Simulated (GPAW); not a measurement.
The system is Cl.

```xyz
4
Lattice="3.1450 -2.2500 0.0000 3.1450 2.2500 0.0000 0.0000 0.0000 8.2100" Properties=species:S:1:pos:R:3 pbc="T T T"
Cl    3.1450    0.5850    3.2840
Cl    3.1450    1.6650    7.3890
Cl    3.1450   -0.5850    4.9260
Cl    3.1450   -1.6650    0.8210
```

Program: GPAW 26.7.0. Alike in all runs: no spin polarisation; cell as given; cutoff (eV) 600; smearing fermi-dirac 0.05 eV.

Q: Order these runs on this cell by their pressure, lowest first.
A. level PW91; potentials or basis PAW data sets generated in the run's folder for this functional, pw; k mesh 5 × 5 × 3; band path GXSRAZGYX1A1TY,ZT; band points 60
B. level PBEsol; potentials or basis PAW data sets generated in the run's folder for this functional, pw; k mesh 7 × 7 × 4
C. level LDA; potentials or basis the program's PAW data sets (release 1.2.1) made for this functional, pw; k mesh 5 × 5 × 3; band path GXSRAZGYX1A1TY,ZT; band points 100
D. level RPBE; potentials or basis the program's PAW data sets (release 1.2.1) made for this functional, pw; k mesh 5 × 5 × 3; band path GXSRAZGYX1A1TY,ZT; band points 100

A: C (-2.4 GPa), B (-0.9 GPa), A (0.7 GPa), D (2.4 GPa).

Not every run made on this cell is shown here.
